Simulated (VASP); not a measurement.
# In (Im-3m) in VASP: settings compared

The runs below take In through core levels, optical spectrum, phonons, with PBE, optB88-vdW, PBE+D3(BJ).

All numbers are computed with VASP 6.6.1; they aren't measurements. Logs are shortened: lines on timing, memory, paths and dates and some standing lists are left out, and cuts for length are marked.

## Step 1: Starting point

Symmetry: Im-3m, No. 229, cubic system. The conventional cell has a = 3.765 Å, b = 3.765 Å, c = 3.765 Å, α = 90.00°, β = 90.00°, γ = 90.00°. In (site symmetry m-3m) is surrounded by 8 In at 3.26 Å.

This isn't the form of In at room conditions, which is tetragonal.

## Step 2: Core levels, PBE

Input file INCAR:

```
PREC     = Accurate       # precision mode
ENCUT    = 520            # plane-wave cutoff, eV
EDIFF    = 1E-6           # SCF threshold, eV
ISMEAR   = 1              # smearing method
SIGMA    = 0.2            # smearing width, eV
LREAL    = False          # projectors in reciprocal space
LASPH    = True           # aspherical terms in the spheres
NELM     = 60             # most SCF steps
ALGO     = Normal         # electronic algorithm
ISIF     = 2              # what is computed and relaxed
LWAVE    = False          # write WAVECAR
LCHARG   = False          # write CHGCAR
GGA      = PE             # functional
ICORELEVEL= 1
```

Input file KPOINTS:

```
Automatic mesh
0
Gamma
  10 10 10
```

Input file POSCAR:

```
In
1.0
   -1.8825252400      1.8825252400      1.8825252400
    1.8825252400     -1.8825252400      1.8825252400
    1.8825252400      1.8825252400     -1.8825252400
In
1
Direct
    0.0000000000      0.0000000000      0.0000000000
```

Potentials or basis: VASP PAW PBE potentials, release 64 (In_d).

Launch:

```bash
$ cat potpaw_PBE.64/In_d/POTCAR > POTCAR
$ mpirun -np 1 vasp_std > vasp.out
```

OUTCAR:

```text
PREC = Accurate
   ENCUT = 520
   EDIFF = 1E-6
   ISMEAR = 1
   LREAL = False
   LASPH = True
   NELM = 60
   ISIF = 2
   GGA = PE

 ion  position               nearest neighbor table
   1  0.000  0.000  0.000-

  LATTYP: Found a body centered cubic cell.
 ALAT       =     3.7650504800

  Lattice vectors:

 A1 = (  -1.8825252400,   1.8825252400,   1.8825252400)
 A2 = (   1.8825252400,  -1.8825252400,   1.8825252400)
 A3 = (   1.8825252400,   1.8825252400,  -1.8825252400)

Analysis of symmetry for initial positions (statically):
=====================================================================
 Subroutine PRICEL returns:
 Original cell was already a primitive cell.

 Routine SETGRP: Setting up the symmetry group for a
 body centered cubic supercell.

 Subroutine GETGRP returns: Found 48 space group operations
 (whereof 48 operations were pure point group operations)
 out of a pool of 48 trial point group operations.

The static configuration has the point symmetry O_h .

Analysis of symmetry for dynamics (positions and initial velocities):
=====================================================================
 Subroutine PRICEL returns:
 Original cell was already a primitive cell.

 Routine SETGRP: Setting up the symmetry group for a
 body centered cubic supercell.

 Subroutine GETGRP returns: Found 48 space group operations
 (whereof 48 operations were pure point group operations)
 out of a pool of 48 trial point group operations.

The dynamic configuration has the point symmetry O_h .

 Subroutine INISYM returns: Found 48 space group operations
 (whereof 48 operations are pure point group operations),
 and found     1 'primitive' translations

----------------------------------------------------------------------------------------

                                     Primitive cell

  volume of cell :      26.6859

  direct lattice vectors                    reciprocal lattice vectors
    -1.882525240  1.882525240  1.882525240     0.000000000  0.265600689  0.265600689
     1.882525240 -1.882525240  1.882525240     0.265600689  0.000000000  0.265600689
     1.882525240  1.882525240 -1.882525240     0.265600689  0.265600689  0.000000000

  length of vectors
     3.260629362  3.260629362  3.260629362     0.375616096  0.375616096  0.375616096

  position of ions in fractional coordinates (direct lattice)
[... 71 lines left out ...]
   ISPIN  =      1    spin polarized calculation?
   LNONCOLLINEAR =      F non collinear calculations
   LSORBIT =      F    spin-orbit coupling
   LASPH  =      T    aspherical Exc in radial PAW
   ENCUT  =  520.0 eV  38.22 Ry    6.18 a.u.   6.06  6.06  6.06*2*pi/ulx,y,z
   NELM   =     60;   NELMIN=  2; NELMDL= -5     # of ELM steps
   EDIFF  = 0.1E-05   stopping-criterion for ELM
   LREAL  =      F    real-space projection
[... 7 lines left out ...]
   TEBEG  =    0.0;   TEEND  =   0.0 temperature during run
   PSTRESS=    0.0 pullay stress
   NELECT =      13.0000    total number of electrons
   NUPDOWN=      -1.0000    fix difference up-down
   EMIN   =  10.00;   EMAX   =-10.00  energy-range for DOS
   EFERMI =   0.00;   METHOD = LEGACY
   ISMEAR =     1;   SIGMA  =   0.20  broadening in eV -4-tet -1-fermi 0-gaus
   EFERMI_NEDOS =   21; number of points for ismear=-14 and -15
   IALGO  =     38    algorithm
   IMIX   =      4    mixing-type and parameters
     AMIX     =   0.40;   BMIX     =  1.00
     AMIX_MAG =   1.60;   BMIX_MAG =  1.00
  volume/ion in A,a.u.               =      26.69       180.09
  Fermi-wavevector in a.u.,A,eV,Ry     =   1.288136  2.434225 22.576080  1.659295
  Thomas-Fermi vector in A             =   2.420108
   LORBIT       =      0    0 simple, 1 ext, 2 COOP (PROOUT), +10 PAW based schemes
   GGA     = PE    functional components
   LHFCALC =     F    Hartree Fock is set to
   AEXX    =    0.0000 exact exchange contribution
   IVDW    =     0    specifies the selected vdW correction
   LEPSILON=     F    determine dielectric tensor
   LRPA    =     F    only Hartree local field effects (RPA)
 non-spin polarized calculation
 Methfessel and Paxton  Order N= 1 SIGMA  =   0.20
  energy-cutoff  :      520.00
  volume of cell :       26.69
 maximum number of plane-waves:       736
   NGX = 13   NGY = 13   NGZ = 13

 number of electron      13.0000005 magnetization

 Free energy of the ion-electron system (eV)
  ---------------------------------------------------
  ext. energy  EPLUGINS =         0.00000000
  ---------------------------------------------------
  free energy    TOTEN  =        -2.55040740 eV

  energy without entropy =       -2.54811800  energy(sigma->0) =       -2.54964427

 the core state eigenenergies are
   1-  1s -27736.4649  2s  -4142.9751  2p  -3716.9590  3s   -776.8990  3p   -637.4539
       3d   -421.1253  4s   -108.1804  4p    -66.6547

 E-fermi :   7.2297     XC(G=0): -10.1613

 val. band max:        6.9841895304   @ k =   0.3000   0.2000   0.0000
 cond. band min:       7.2317112718   @ k =   0.2000   0.2000   0.2000
 fundamental gap:      0.2475217413
 Fermi energy:         7.2297420320

 k-point     1 :       0.0000    0.0000    0.0000
  band No.  band energies     occupation
      1      -7.3601      2.00000
      2      -7.3601      2.00000
      3      -7.3601      2.00000
      4      -7.0961      2.00000
      5      -7.0961      2.00000
      6      -2.1026      2.00000
      7      18.2020      0.00000
      8      18.2020      0.00000
      9      18.2020      0.00000
     10      20.2485      0.00000
[... 274 lines left out ...]
 k-point    23 :       0.3000    0.3000    0.1000
  band No.  band energies     occupation
      1      -7.3977      2.00000

------------------------ aborting loop because EDIFF is reached ----------------------------------------

  FORCE on cell =-STRESS in cart. coord.  units (eV):
  Direction    XX          YY          ZZ          XY          YZ          ZX
  --------------------------------------------------------------------------------------
  -------------------------------------------------------------------------------------
  Total        0.2448331      0.2448331      0.2448331     -0.0000000     -0.0000000      0.0000000
  in kB       14.6993543     14.6993543     14.6993543     -0.0000000     -0.0000000      0.0000000
  external PRESSURE =      14.6993543 kB  Pullay stress =       0.0000000 kB

 VOLUME and BASIS-vectors are now :
 -----------------------------------------------------------------------------
  energy-cutoff  :      520.00
  volume of cell :       26.69
      direct lattice vectors                 reciprocal lattice vectors
    -1.882525240  1.882525240  1.882525240     0.000000000  0.265600689  0.265600689
     1.882525240 -1.882525240  1.882525240     0.265600689  0.000000000  0.265600689
     1.882525240  1.882525240 -1.882525240     0.265600689  0.265600689  0.000000000

 POSITION                                       TOTAL-FORCE (eV/Angst)
 -----------------------------------------------------------------------------------
      0.00000      0.00000      0.00000         0.000000      0.000000     -0.000000
 -----------------------------------------------------------------------------------
    total drift:                                0.000000      0.000000      0.000000

  FREE ENERGIE OF THE ION-ELECTRON SYSTEM (eV)
  ---------------------------------------------------
  free  energy   TOTEN  =        -2.5504074032 eV

  energy  without entropy=       -2.5481180002  energy(sigma->0) =       -2.54964427
```

OSZICAR:

```text
N       E                     dE             d eps       ncg     rms          rms(c)
DAV:   1     0.708148997635E+02    0.70815E+02   -0.65498E+03   942   0.159E+03
DAV:   2     0.127516359851E+00   -0.70687E+02   -0.69701E+02   950   0.289E+02
DAV:   3    -0.251740799342E+01   -0.26449E+01   -0.26385E+01  1116   0.651E+01
DAV:   4    -0.257467259289E+01   -0.57265E-01   -0.57251E-01  1194   0.969E+00
DAV:   5    -0.257706420316E+01   -0.23916E-02   -0.23916E-02  1182   0.162E+00    0.217E+00
DAV:   6    -0.255511545121E+01    0.21949E-01   -0.40869E-02  1096   0.447E+00    0.108E+00
DAV:   7    -0.255069489268E+01    0.44206E-02   -0.13410E-02  1112   0.236E+00    0.242E-01
DAV:   8    -0.255040189918E+01    0.29299E-03   -0.78639E-04  1120   0.562E-01    0.295E-02
DAV:   9    -0.255040646337E+01   -0.45642E-05   -0.15491E-05  1348   0.666E-02    0.137E-02
DAV:  10    -0.255040740323E+01   -0.93986E-06   -0.12706E-06   864   0.130E-02
   1 F= -.25504074E+01 E0= -.25496443E+01  d E =-.228940E-02
```

Wall time 5.3 s (1 thread of Intel Xeon Platinum 8488C (Sapphire Rapids), shared host); peak memory 0.14 GiB.

Results:

```yaml
Free_energy: -2.5504 eV
Pressure: 1.5 GPa
Band_gap_on_the_k_mesh: none (metal or under the smearing width)
```

Core levels (eV, on the scale of the bands):
| atom | levels |
| --- | --- |
| 1 In | 1s -27736.5, 2s -4143.0, 2p -3717.0, 3s -776.9, 3p -637.5, 3d -421.1, 4s -108.2, 4p -66.7 |

## Step 3: Optical spectrum, optB88-vdW

Input file INCAR:

```
AGGAC    = 0.0          
ALGO     = Normal         # electronic algorithm
CSHIFT   = 0.05         
EDIFF    = 1E-7           # SCF threshold, eV
ENCUT    = 520            # plane-wave cutoff, eV
GGA      = BO             # functional
ISIF     = 2              # what is computed and relaxed
ISMEAR   = -4             # smearing method
ISYM     = 1            
LASPH    = T              # aspherical terms in the spheres
LCHARG   = F              # write CHGCAR
LOPTICS  = T              # frequency-dependent dielectric function
LREAL    = F              # projectors in reciprocal space
LUSE_VDW = T            
LWAVE    = F              # write WAVECAR
NBANDS   = 38             # bands
NEDOS    = 2000           # points of the DOS
NELM     = 80             # most SCF steps
PARAM1   = 0.1833333333 
PARAM2   = 0.22         
PREC     = Accurate       # precision mode
SIGMA    = 0.02           # smearing width, eV
```

Input file KPOINTS:

```
k-points
0
Gamma
  10 10 10
```

POSCAR is that of step 2.

Potentials or basis: VASP PAW PBE potentials, release 64 (In_d).

Launch:

```bash
$ cat potpaw_PBE.64/In_d/POTCAR > POTCAR
$ mpirun -np 1 vasp_std > vasp.out
```

OUTCAR:

```text
EDIFF = 1E-7
   ENCUT = 520
   GGA = BO
   ISIF = 2
   ISMEAR = -4
   ISYM = 1
   LASPH = T
   LREAL = F
   NELM = 80
   PREC = Accurate

 ion  position               nearest neighbor table
   1  0.000  0.000  0.000-

  LATTYP: Found a body centered cubic cell.
 ALAT       =     3.7650504800

  Lattice vectors:

 A1 = (  -1.8825252400,   1.8825252400,   1.8825252400)
 A2 = (   1.8825252400,  -1.8825252400,   1.8825252400)
 A3 = (   1.8825252400,   1.8825252400,  -1.8825252400)

Analysis of symmetry for initial positions (statically):
=====================================================================
 Subroutine PRICEL returns:
 Original cell was already a primitive cell.

 Routine SETGRP: Setting up the symmetry group for a
 body centered cubic supercell.

 Subroutine GETGRP returns: Found 48 space group operations
 (whereof 48 operations were pure point group operations)
 out of a pool of 48 trial point group operations.

The static configuration has the point symmetry O_h .

[... 180 lines left out ...]
  ---------------------------------------------------
  free energy    TOTEN  =         0.80471509 eV

  energy without entropy =        0.80471509  energy(sigma->0) =        0.80471509

 E-fermi :   7.2500     XC(G=0): -10.1707

 val. band max:        7.8270513087   @ k =   0.5000   0.5000   0.5000
 cond. band min:       6.5118822293   @ k =   0.3000   0.3000   0.1000
 fundamental gap:     -1.3151690794
 Fermi energy:         7.2500475043

 k-point     1 :       0.0000    0.0000    0.0000
  band No.  band energies     occupation
      1      -7.4992      2.00000
      2      -7.4992      2.00000
      3      -7.4992      2.00000
      4      -7.2341      2.00000
      5      -7.2341      2.00000
      6      -2.2292      2.00000
[... 817 lines left out ...]
      5      -7.1491      2.00000
      6       4.9584      2.00000
[... 10 lines left out ...]
     17      34.7227      0.00000
     18      36.1521      0.00000

 [... further k-points ...]

 [bands above 18 left out]

------------------------ aborting loop because EDIFF is reached ----------------------------------------

  FORCE on cell =-STRESS in cart. coord.  units (eV):
  Direction    XX          YY          ZZ          XY          YZ          ZX
  --------------------------------------------------------------------------------------
  -------------------------------------------------------------------------------------
  Total        0.4740011      0.4740011      0.4740011      0.0000000     -0.0000000     -0.0000000
  in kB       28.4582047     28.4582047     28.4582047      0.0000000     -0.0000000     -0.0000000
  external PRESSURE =      28.4582047 kB  Pullay stress =       0.0000000 kB

 VOLUME and BASIS-vectors are now :
 -----------------------------------------------------------------------------
  energy-cutoff  :      520.00
  volume of cell :       26.69
      direct lattice vectors                 reciprocal lattice vectors
    -1.882525240  1.882525240  1.882525240     0.000000000  0.265600689  0.265600689
     1.882525240 -1.882525240  1.882525240     0.265600689  0.000000000  0.265600689
     1.882525240  1.882525240 -1.882525240     0.265600689  0.265600689  0.000000000

 POSITION                                       TOTAL-FORCE (eV/Angst)
 -----------------------------------------------------------------------------------
      0.00000      0.00000      0.00000         0.000000      0.000000      0.000000
 -----------------------------------------------------------------------------------
    total drift:                                0.000000      0.000000      0.000000

  FREE ENERGIE OF THE ION-ELECTRON SYSTEM (eV)
  ---------------------------------------------------
  free  energy   TOTEN  =         0.8047150923 eV

  energy  without entropy=        0.8047150923  energy(sigma->0) =        0.80471509

Total vdW correction in eV:      2.4029203
```

OSZICAR:

```text
N       E                     dE             d eps       ncg     rms          rms(c)
DAV:   1     0.130929281248E+03    0.13093E+03   -0.39060E+03  4504   0.426E+02
DAV:   2     0.151118088114E+02   -0.11582E+03   -0.10029E+03  3744   0.176E+02
DAV:   3     0.106058306619E+01   -0.14051E+02   -0.13837E+02  4294   0.408E+01
DAV:   4     0.783658469415E+00   -0.27692E+00   -0.27675E+00  4286   0.598E+00
DAV:   5     0.781868806114E+00   -0.17897E-02   -0.17896E-02  4418   0.492E-01    0.185E+00
DAV:   6     0.800353149663E+00    0.18484E-01   -0.74018E-03  5082   0.104E+00    0.936E-01
DAV:   7     0.804378430747E+00    0.40253E-02   -0.21202E-03  5340   0.506E-01    0.247E-01
DAV:   8     0.804724256253E+00    0.34583E-03   -0.37332E-04  4484   0.122E-01    0.230E-02
DAV:   9     0.804719012390E+00   -0.52439E-05   -0.37173E-06  4216   0.767E-03    0.113E-02
DAV:  10     0.804715081741E+00   -0.39306E-05   -0.21171E-06  4234   0.504E-03    0.189E-03
DAV:  11     0.804715092255E+00    0.10514E-07   -0.44647E-08  4288   0.854E-04
   1 F= 0.80471509E+00 E0= 0.80471509E+00  d E =0.000000E+00
```

stdout:

```text
POSCAR found type information on POSCAR In
 POSCAR found :  1 types and       1 ions
 scaLAPACK will be used
 -----------------------------------------------------------------------------
|                                                                             |
[... 53 lines left out ...]
|     means of the tetrahedron method is not supported for metallic           |
|     systems. VASP will skip the calculation of the optical properties.      |
|     Please rerun with ISMEAR > -4.                                          |
|                                                                             |
 -----------------------------------------------------------------------------
```

Run time: 24 s. Hardware: 1 thread of Intel Xeon 6975P-C (Granite Rapids), shared host; peak memory 0.28 GiB.

Results:

| Property | Result |
| --- | --- |
| Free energy | 0.8047 eV |
| Pressure | 2.8 GPa |
| Band gap on the k mesh | none (metal or under the smearing width) |

Caveat: the PAW data sets were made with another functional, which shifts forces and pressure a little.

(Part 1 of 2 ends here.)
